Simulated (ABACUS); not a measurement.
Write the native input for ABACUS 3.10.1 that does the following.

```yaml
Task: band structure
Functional: PBE
Potentials_or_basis: SG15 ONCV 1.2 PBE
Cutoff: 1361 eV
Density_cutoff: 5442 eV
Basis: TZDP LCAO (the cutoffs set its grid)
Occupations: fermi-dirac, width 0.05 eV
Spin: no spin polarisation
Orbital_files: Ge Ge_confined-atom_7au_3s3p3d1f.orb
Radial_cutoff_of_the_potentials_pseudo_rcut: 10 bohr
Density: read from an earlier self-consistent run
Path: G-X-M-G-Z-P-N-Z1-M, X-P
Points_for_each_segment_of_the_path: 10
SCF_threshold_on_the_density: 1e-07
Max_SCF_steps: 100
Eigensolver: genelpa
Mixing: broyden
Mixing_share: 0.7
Symmetry_key: -1
Bands: 24
```

Ge:

```
Ge
1.0
    -2.57449    2.57449    1.39741
     2.57449   -2.57449    1.39741
     2.57449    2.57449   -1.39741
Ge
2
Direct
  0.50000 0.50000 0.00000
  0.25000 0.75000 0.50000
```

This isn't the form of Ge at room conditions, which is diamond.

One way to write it, as run:

INPUT

```
INPUT_PARAMETERS
suffix              Ge
calculation         nscf
basis_type          lcao
pseudo_dir          ./
orbital_dir         ./
symmetry            -1
dft_functional      pbe
ecutwfc             100.0
pseudo_rcut         10
nspin               1
nbands              24
ks_solver           genelpa
smearing_method     fd
smearing_sigma      0.00367493
scf_thr             1e-07
scf_nmax            100
mixing_type         broyden
mixing_beta         0.7
init_chg            file
out_band            1
```

STRU

```
ATOMIC_SPECIES
Ge 72.6300 Ge_ONCV_PBE-1.2.upf

NUMERICAL_ORBITAL
Ge_confined-atom_7au_3s3p3d1f.orb

LATTICE_CONSTANT
1.8897261246

LATTICE_VECTORS
-2.5744897200 2.5744897200 1.3974126450
2.5744897200 -2.5744897200 1.3974126450
2.5744897200 2.5744897200 -1.3974126450

ATOMIC_POSITIONS
Direct

Ge
0.0
2
0.5000000000 0.5000000000 0.0000000000 1 1 1
0.2500000000 0.7500000000 0.5000000000 1 1 1
```

KPT

```
K_POINTS
11
Line
0.00000000 0.00000000 0.00000000 10 // G
0.00000000 0.00000000 0.50000000 10 // X
-0.50000000 0.50000000 0.50000000 10 // M
0.00000000 0.00000000 0.00000000 10 // G
0.32365581 0.32365581 -0.32365581 10 // Z
0.25000000 0.25000000 0.25000000 10 // P
0.00000000 0.50000000 0.00000000 10 // N
-0.32365581 0.67634419 0.32365581 10 // Z1
-0.50000000 0.50000000 0.50000000 1 // M
0.00000000 0.00000000 0.50000000 10 // X
0.25000000 0.25000000 0.25000000 1 // P
```

Potentials or basis: SG15 ONCV 1.2 PBE, TZDP LCAO (the cutoffs set its grid).

The run is started by

```console
$ OMP_NUM_THREADS=1 mpirun -np 4 abacus > log
```

Wall time 1.3 s on 4 MPI ranks on Intel(R) Xeon(R) Platinum 8488C (Sapphire Rapids), on a shared host, peak memory 0.44 GiB a rank.
